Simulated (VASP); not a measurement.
# SnSe2 (P-3m1) in VASP: settings compared

One crystal, SnSe2, is run at these levels: PBE, PBEsol0, PBEsol; tasks: G0W0 quasiparticle levels, band structure, Born charges and dielectric tensor.

Everything below comes from runs of VASP 6.6.1. Logs are shortened: lines on timing, memory, paths and dates and some standing lists are left out, and cuts for length are marked.

### 1 The structure

It takes space group P-3m1 (No. 164, trigonal). Conventional cell: a = 3.811 Å, b = 3.811 Å, c = 6.136 Å, α = 90.00°, β = 90.00°, γ = 120.00°. Around Sn (site symmetry -3m) lie 6 Se at 2.68 Å. Around Se (site symmetry 3m) lie 3 Sn at 2.68 Å.

### 2 G0W0 quasiparticle levels, PBE

POSCAR

```
SnSe2
1.0
    3.8110000000      0.0000000000      0.0000000000
   -1.9055000000      3.3004228138      0.0000000000
    0.0000000000      0.0000000000      6.1360000000
Sn Se
1 2
Direct
    0.0000000000      0.0000000000      0.0000000000
    0.6666666667      0.3333333333      0.7510000000
    0.3333333333      0.6666666667      0.2490000000
```

INCAR.step1

```
PREC = Accurate ; ENCUT = 500
EDIFF = 1E-8 ; ISMEAR = 0
SIGMA = 0.01 ; LREAL = F
LASPH = T ; NELM = 80
ALGO = Normal ; LWAVE = T
LCHARG = F ; GGA = PE
KPAR = 4
```

INCAR.step2

```
PREC = Accurate ; ENCUT = 500
EDIFF = 1E-8 ; ISMEAR = 0
SIGMA = 0.01 ; LREAL = F
LASPH = T ; NELM = 1
ALGO = Exact ; LWAVE = T
LCHARG = F ; GGA = PE
NBANDS = 335 ; LOPTICS = T
ISTART = 1 ; KPAR = 4
```

INCAR.step3

```
PREC = Accurate ; ENCUT = 500
EDIFF = 1E-8 ; ISMEAR = 0
SIGMA = 0.01 ; LREAL = F
LASPH = T ; ALGO = EVGW0
LWAVE = F ; LCHARG = F
GGA = PE ; NELMGW = 1
NBANDS = 335 ; ENCUTGW = 150
NOMEGA = 50 ; PRECFOCK = Fast
ISTART = 1 ; NBANDSGW = 21
KPAR = 4
```

KPOINTS

```
Automatic mesh
0
Gamma
  4 4 2
```

Potentials or basis: VASP PAW PBE potentials, release 64 (Sn_d_GW, Se_GW).

Command:

```console
$ cat potpaw_PBE.64/Sn_d_GW/POTCAR potpaw_PBE.64/Se_GW/POTCAR > POTCAR
$ cp INCAR.step1 INCAR
$ mpirun -np 4 vasp_std > vasp.out
$ cp INCAR.step2 INCAR
$ mpirun -np 4 vasp_std > vasp.out
$ cp INCAR.step3 INCAR
$ mpirun -np 4 vasp_std > vasp.out
```

OUTCAR:

```text
PREC = Accurate
   ENCUT = 500
   EDIFF = 1E-8
   ISMEAR = 0
   LREAL = F
   LASPH = T
   GGA = PE
   NELMGW = 1
   ENCUTGW = 150
   PRECFOCK = Fast
   ISTART = 1

 ion  position               nearest neighbor table
   1  0.000  0.000  0.000-   2 2.68   3 2.68   3 2.68   2 2.68   2 2.68   3 2.68
   2  0.667  0.333  0.751-   1 2.68   1 2.68   1 2.68
   3  0.333  0.667  0.249-   1 2.68   1 2.68   1 2.68

  LATTYP: Found a hexagonal cell.
 ALAT       =     3.8110000000
 C/A-ratio  =     1.6100760955

  Lattice vectors:

 A1 = (   3.8110000000,   0.0000000000,   0.0000000000)
 A2 = (  -1.9055000000,   3.3004228138,   0.0000000000)
 A3 = (   0.0000000000,   0.0000000000,   6.1360000000)

Analysis of symmetry for initial positions (statically):
=====================================================================
 Subroutine PRICEL returns:
 Original cell was already a primitive cell.

 Routine SETGRP: Setting up the symmetry group for a
 hexagonal supercell.

 Subroutine GETGRP returns: Found 12 space group operations
 (whereof 12 operations were pure point group operations)
 out of a pool of 24 trial point group operations.

The static configuration has the point symmetry D_3d.

Analysis of symmetry for dynamics (positions and initial velocities):
=====================================================================
 Subroutine PRICEL returns:
 Original cell was already a primitive cell.

 Routine SETGRP: Setting up the symmetry group for a
 hexagonal supercell.

 Subroutine GETGRP returns: Found 12 space group operations
 (whereof 12 operations were pure point group operations)
 out of a pool of 24 trial point group operations.

The dynamic configuration has the point symmetry D_3d.

 Subroutine INISYM returns: Found 12 space group operations
 (whereof 12 operations are pure point group operations),
 and found     1 'primitive' translations

----------------------------------------------------------------------------------------

                                     Primitive cell

  volume of cell :      77.1781

  direct lattice vectors                    reciprocal lattice vectors
     3.811000000  0.000000000  0.000000000     0.262398321  0.151495741  0.000000000
    -1.905500000  3.300422814  0.000000000     0.000000000  0.302991482  0.000000000
     0.000000000  0.000000000  6.136000000     0.000000000  0.000000000  0.162972621

  length of vectors
     3.811000000  3.811000000  6.136000000     0.302991482  0.302991482  0.162972621

  position of ions in fractional coordinates (direct lattice)
     0.000000000  0.000000000  0.000000000
     0.666666667  0.333333333  0.751000000
     0.333333333  0.666666667  0.249000000

  ion indices of the primitive-cell ions
   primitive index   ion index
                 1           1
                 2           2
                 3           3

----------------------------------------------------------------------------------------

 KPOINTS: Automatic mesh

Automatic generation of k-mesh.
 Grid dimensions read from file:
 generate k-points for:    4    4    2

 Generating k-lattice:

  Cartesian coordinates                     Fractional coordinates (reciprocal lattice)
     0.065599580  0.037873935  0.000000000     0.250000000  0.000000000  0.000000000
     0.000000000  0.075747871  0.000000000     0.000000000  0.250000000  0.000000000
     0.000000000  0.000000000  0.081486310     0.000000000  0.000000000  0.500000000

  Length of vectors
     0.075747871  0.075747871  0.081486310

  Shift w.r.t. Gamma in fractional coordinates (k-lattice)
     0.000000000  0.000000000  0.000000000

 Subroutine IBZKPT returns following result:
 ===========================================

 Found      8 irreducible k-points:

 Following reciprocal coordinates:
            Coordinates               Weight
  0.000000  0.000000  0.000000      1.000000
  0.250000 -0.000000  0.000000      6.000000
  0.500000 -0.000000  0.000000      3.000000
  0.250000  0.250000  0.000000      6.000000
  0.000000  0.000000  0.500000      1.000000
  0.250000 -0.000000  0.500000      6.000000
  0.500000 -0.000000  0.500000      3.000000
  0.250000  0.250000  0.500000      6.000000
   k-points           NKPTS =      8   k-points in BZ     NKDIM =     32   number of bands    NBANDS=    335
   number of dos      NEDOS =    301   number of ions     NIONS =      3
   total plane-waves  NPLWV =  37632
   dimension x,y,z NGX =    28 NGY =   28 NGZ =   48
   dimension x,y,z NGXF=    56 NGYF=   56 NGZF=   96
   ions per type =               1   2
   NGX,Y,Z   is equivalent  to a cutoff of  12.21, 12.21, 13.00 a.u.
   NGXF,Y,Z  is equivalent  to a cutoff of  24.43, 24.43, 26.01 a.u.
 SYSTEM =  unknown system
   PREC   = accura    normal or accurate (medium, high low for compatibility)
   ISTART =      1    job   : 0-new  1-cont  2-samecut
   ICHARG =      0    charge: 1-file 2-atom 10-const
   ISPIN  =      1    spin polarized calculation?
   LNONCOLLINEAR =      F non collinear calculations
   LSORBIT =      F    spin-orbit coupling
   LASPH  =      T    aspherical Exc in radial PAW
   ENCUT  =  500.0 eV  36.75 Ry    6.06 a.u.   6.95  6.95 11.19*2*pi/ulx,y,z
   NELM   =     60;   NELMIN=  2; NELMDL=  0     # of ELM steps
   EDIFF  = 0.1E-07   stopping-criterion for ELM
   LREAL  =      F    real-space projection
   EDIFFG = 0.1E-06   stopping-criterion for IOM
   NSW    =      0    number of steps for IOM
   IBRION =     -1    ionic relax: 0-MD 1-quasi-New 2-CG
   NFREE  =      0    steps in history (QN), initial steepest desc. (CG)
   ISIF   =      0    stress and relaxation
   ISYM   =      3    0-nonsym 1-usesym 2-fastsym
   POTIM  = 0.5000    time-step for ionic-motion
   TEBEG  =    0.0;   TEEND  =   0.0 temperature during run
   PSTRESS=    0.0 pullay stress
   NELECT =      26.0000    total number of electrons
   NUPDOWN=      -1.0000    fix difference up-down
   EMIN   =  10.00;   EMAX   =-10.00  energy-range for DOS
   EFERMI =   0.00;   METHOD = LEGACY
   ISMEAR =     0;   SIGMA  =   0.01  broadening in eV -4-tet -1-fermi 0-gaus
   EFERMI_NEDOS =   21; number of points for ismear=-14 and -15
   IALGO  =     38    algorithm
   IMIX   =      4    mixing-type and parameters
     AMIX     =   0.40;   BMIX     =  1.00
     AMIX_MAG =   1.60;   BMIX_MAG =  1.00
  volume/ion in A,a.u.               =      25.73       173.61
  Fermi-wavevector in a.u.,A,eV,Ry     =   1.139116  2.152617 17.654722  1.297585
  Thomas-Fermi vector in A             =   2.275820
   LORBIT       =      0    0 simple, 1 ext, 2 COOP (PROOUT), +10 PAW based schemes
   GGA     = PE    functional components
   LHFCALC =     T    Hartree Fock is set to
   PRECFOCK=fast      Normal, Fast or Accurate (Low or Medium for compatibility)
   ENCUT4O =  -1.0   cutoff for four orbital integrals eV
   NKREDX  =     1    reduce k-point grid by
   NKREDY  =     1    reduce k-point grid by
   NKREDZ  =     1    reduce k-point grid by
   AEXX    =    1.0000 exact exchange contribution
   HFSCREEN=    0.0000 screening length (either q_TF or 0.3 A-1)
   HFSCREENC=   0.0000 screening length for correlation (either q_TF or 0.3 A-1)
   ENCUTFOCK=  -1.0 apply spherical cutoff to Coloumb kernel
   IVDW    =     0    specifies the selected vdW correction
   LEPSILON=     F    determine dielectric tensor
   LRPA    =     F    only Hartree local field effects (RPA)
   LRPAFORCE           =     F    calculate RPA forces
   ENCUTGW             = 150.0    cutoff for response function in eV
   ENCUTGWSOFT         = 120.0    soft cutoff for Coulomb kernel in GW response function in eV
   ENCUTLF             =  -1.0    cutoff for local field effects
   NELMGW              =     1    number of iterations in solving QP/BSE equation
   NELMHF              =     1    number of iterations in the inner HF iteration
   NKREDLFX            =     1    NKREDLFY  =   1   NKREDLFZ  =   1
 non-spin polarized calculation
 Gauss-broadening in eV      SIGMA  =   0.01
  energy-cutoff  :      500.00
  volume of cell :       77.18
 maximum number of plane-waves:      1977
 NGX is ok and might be reduce to    28
  NGX = 16; NGY = 16; NGZ = 28
   NGX = 13   NGY = 13   NGZ = 23
 maximum number of plane-waves:       336

 QP shifts <psi_nk| G(iteration)W_0 |psi_nk>: iteration 1
 for sc-GW calculations column KS-energies equals QP-energies in previous step
 and V_xc(KS)=  KS-energies - (<T + V_ion + V_H > + <T+V_H+V_ion>^1  + <V_x>^1)

 k-point   1 :       0.0000    0.0000    0.0000
  band No.  KS-energies  QP-energies   sigma(KS)   V_xc(KS)     V^pw_x(r,r')   Z            occupation Imag(sigma)

      1     -17.9464     -20.3947     -20.9784     -17.4864     -27.1606       0.7011       2.0000       0.2647
      2     -17.9464     -20.3947     -20.9784     -17.4864     -27.1606       0.7011       2.0000       0.2647
      3     -17.9144     -20.3251     -20.9279     -17.4607     -27.0255       0.6953       2.0000       0.2033
      4     -17.8964     -20.3250     -20.9641     -17.4933     -27.0634       0.6997       2.0000       0.2048
      5     -17.8964     -20.3250     -20.9641     -17.4933     -27.0634       0.6997       2.0000       0.2048
      6     -10.6478     -10.9799     -12.6016     -12.0969     -19.7570       0.6582       2.0000       1.4119
[... 13 lines left out ...]
     20      12.2838      12.3382      -9.8753      -9.9462      -4.7704       0.7662       0.0000      -0.2550
     21      12.9759      12.9619      -9.4429      -9.4244      -3.9946       0.7574       0.0000      -0.3700

 k-point   2 :       0.2500   -0.0000    0.0000
  band No.  KS-energies  QP-energies   sigma(KS)   V_xc(KS)     V^pw_x(r,r')   Z            occupation Imag(sigma)

      1     -17.9760     -20.4108     -20.9238     -17.4531     -27.1515       0.7015       2.0000       0.2930
      2     -17.9329     -20.3988     -21.0067     -17.5061     -27.1971       0.7044       2.0000       0.2720
      3     -17.9100     -20.3272     -20.9351     -17.4712     -27.0346       0.6978       2.0000       0.2046
      4     -17.8943     -20.3159     -20.9526     -17.4837     -27.0442       0.6981       2.0000       0.2021
      5     -17.8877     -20.3182     -20.9590     -17.4952     -27.0471       0.7017       2.0000       0.1995
      6     -10.0444     -10.3539     -12.7549     -12.2699     -19.7123       0.6380       2.0000       1.2599
[... 13 lines left out ...]
     20      12.9654      13.0014      -9.4839      -9.5311      -4.2668       0.7638       0.0000      -0.2768
     21      12.9721      12.9018      -8.8682      -8.7756      -3.7416       0.7591       0.0000      -0.2912
[... 108 lines left out ...]
      5     -17.8689     -20.3018     -20.9815     -17.5179     -27.0719       0.7024       2.0000       0.2009
      6      -8.8852      -9.1648     -13.2719     -12.8241     -19.8363       0.6244       2.0000       1.0246
[... 13 lines left out ...]
     20      14.0887      14.0390      -9.0606      -8.9946      -3.5625       0.7534       0.0000      -0.3942
     21      14.9299      14.8187      -9.1000      -8.9544      -3.8256       0.7642       0.0000      -0.3981

 k-point   8 :       0.2500    0.2500    0.5000
  band No.  KS-energies  QP-energies   sigma(KS)   V_xc(KS)     V^pw_x(r,r')   Z            occupation Imag(sigma)

      1     -17.9858     -20.4031     -20.9016     -17.4415     -27.1538       0.6986       2.0000       0.3072
      2     -17.9478     -20.3929     -20.9698     -17.4849     -27.1800       0.7016       2.0000       0.2846
      3     -17.9031     -20.3181     -20.9357     -17.4750     -27.0297       0.6978       2.0000       0.2020
      4     -17.8922     -20.3182     -20.9515     -17.4873     -27.0426       0.7003       2.0000       0.2013
      5     -17.8734     -20.3115     -20.9775     -17.5083     -27.0667       0.7028       2.0000       0.2014
      6      -8.9711      -9.2822     -13.2621     -12.7679     -19.7957       0.6297       2.0000       1.0274
[... 13 lines left out ...]
     20      12.0013      11.8516      -8.5157      -8.3210      -3.5937       0.7690       0.0000      -0.2398
     21      12.7557      12.6983      -9.2169      -9.1415      -4.1187       0.7619       0.0000      -0.2761
```

Wall time 2.9 min (4 MPI ranks of Intel Xeon Platinum 8488C (Sapphire Rapids), shared host); peak memory 0.94 GiB.

What came out:

```yaml
Band_gap_on_the_k_mesh_mean-field_level: 0.87 eV, indirect (least direct gap 1.08 eV)
Quasiparticle_gap: 1.43 eV
Least_direct_quasiparticle_gap: 1.74 eV
```

Levels at points of the mesh, in eV from the valence-band top:
```tsv
k point	band 11	band 12	band 13	band 14	band 15	band 16
(0.00, 0.00, 0.00)	-0.39	-0.39	0.00	1.08	2.93	4.63
(0.50, 0.00, 0.00)	-2.68	-1.19	-0.30	1.15	3.79	5.45
(0.00, 0.00, 0.50)	-0.79	-0.23	-0.23	2.44	2.91	4.36
(0.50, 0.00, 0.50)	-1.99	-0.84	-0.69	0.87	4.26	4.84
```

Caveat: the k mesh is coarse (spacing up to 0.51 Å⁻¹), so the values aren't converged; bands, screening cutoff and mesh are small and nothing is extrapolated, so the quasiparticle values aren't converged; spin-orbit coupling is left out, which moves the levels of the heavy elements.

(Part 1 of 2 ends here.)
